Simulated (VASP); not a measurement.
The system is GaN.

```xyz
4
Lattice="3.1889 0.0000 0.0000 -1.5945 2.7617 0.0000 0.0000 0.0000 5.1924" Properties=species:S:1:pos:R:3 pbc="T T T"
Ga    1.5945    0.9206    2.5914
Ga    0.0000    1.8411    5.1876
N     1.5945    0.9206    4.5481
N     0.0000    1.8411    1.9519
```

The cell is a database's computed one.

* Program: VASP 6.6.1
* Task: relaxation of cell and atoms
* Functional: PBE
* Potentials or basis: VASP PAW PBE potentials, release 64 (Ga_d, N)
* Cutoff: 600 eV
* k mesh: 12 × 12 × 6
* Occupations: gaussian, width 0.02 eV
* Spin: no spin polarisation

At the start: pressure 5.1 GPa; volume 11.43 Å³/atom.

Problem. How do energy, volume and symmetry change on relaxing?

Solution. Over 3 steps the energy falls by 5.0 meV/atom and the volume is 11.76 Å³/atom (+2.8 %); space group P6_3mc (No. 186, to 0.05 Å).

The path:
```csv
step,energy change (eV),largest force (eV/Å),pressure (GPa),volume (Å³)
1,0.0000,0.0058,5.06,45.73
2,-0.0060,0.0042,-3.85,48.16
3,-0.0200,0.0003,-0.01,47.03
```

Final structure:
```yaml
crystal:
  lattice:
    - [3.21858, 0.00000, 0.00000]
    - [-1.60929, 2.78737, 0.00000]
    - [0.00000, 0.00000, 5.24206]
  atoms:
    - { symbol: Ga, position: [0.66667, 0.33333, 0.49911] }
    - { symbol: Ga, position: [0.33333, 0.66667, 0.99911] }
    - { symbol: N, position: [0.66667, 0.33333, 0.87589] }
    - { symbol: N, position: [0.33333, 0.66667, 0.37589] }
```
